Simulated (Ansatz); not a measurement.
A relaxation computed with Ansatz, from input to last step.

```yaml
crystal:
  lattice:
    - [2.6724521497, 0.0, 0.0]
    - [-1.3362260749, 2.3144114521, 0.0]
    - [0.0, 0.0, 4.4936279382]
  atoms:
    - { symbol: Si, position: [0.3333333333, 0.6666666667, 0.25] }
    - { symbol: Si, position: [0.6666666667, 0.3333333333, 0.75] }
basis:
  ecutwfc: 420
kpoints:
  mp_grid: { grid: [18, 18, 10] }
hamiltonian:
  xc: pbesol
scf:
  occupations: { method: gaussian, width: 0.1 }
output:
  forces: true
  stress: true
  eigenvalues: true
relax:
  adjacent_minimum: "off"
  f_tol: 0.01
  max_steps: 60
  cell: { stress_tol: 0.1 }
```

```bash
ansatz run input.yaml --threads 1 --pin off --max-ram 2560MiB --backend cpu --events-out ev --progress --plain --runs-dir out
```

Theory: Ansatz, DFT PBEsol, scalar-relativistic, plane waves, PAW.

Of 5 frames 4 are shown, positions in Å and forces in eV/Å; the SCF threshold varies from step to step. Steps run on the plane waves of an earlier cell, with a Pulay correction in the pressure. The basis is chosen afresh for the last frame, the zero of the energies, and at times for earlier ones too; energy and pressure step there, also at an unchanged geometry.

```xyz
2
Lattice="2.6725 0.0000 0.0000 -1.3362 2.3144 0.0000 0.0000 0.0000 4.4936" Properties=species:S:1:pos:R:3:forces:R:3 pbc="T T T" step=1 free_energy_over_end_meV_per_atom=0.91 pressure_GPa=0.46
Si    0.0000    1.5429    1.1234    0.0000    0.0000    0.0000
Si    1.3362    0.7715    3.3702    0.0000    0.0000    0.0000
2
Lattice="2.6701 0.0000 0.0000 -1.3350 2.3124 0.0000 0.0000 0.0000 4.5189" Properties=species:S:1:pos:R:3:forces:R:3 pbc="T T T" step=2 free_energy_over_end_meV_per_atom=0.32 pressure_GPa=0.10
Si    0.0000    1.5416    1.1297    0.0000    0.0000    0.0000
Si    1.3350    0.7708    3.3892    0.0000    0.0000    0.0000
2
Lattice="2.6589 0.0000 0.0000 -1.3295 2.3027 0.0000 0.0000 0.0000 4.5598" Properties=species:S:1:pos:R:3:forces:R:3 pbc="T T T" step=3 free_energy_over_end_meV_per_atom=0.07 pressure_GPa=0.12
Si    0.0000    1.5351    1.1400    0.0000    0.0000    0.0000
Si    1.3295    0.7676    3.4199    0.0000    0.0000    0.0000
2
Lattice="2.6634 0.0000 0.0000 -1.3317 2.3065 0.0000 0.0000 0.0000 4.5501" Properties=species:S:1:pos:R:3:forces:R:3 pbc="T T T" step=5 free_energy_over_end_meV_per_atom=0.00 pressure_GPa=-0.01
Si    0.0000    1.5377    1.1375    0.0000    0.0000    0.0000
Si    1.3317    0.7688    3.4126    0.0000    0.0000    0.0000
```

The run took 14 s on 1 thread of Arm Neoverse V2, on a shared host, peak memory 0.33 GiB.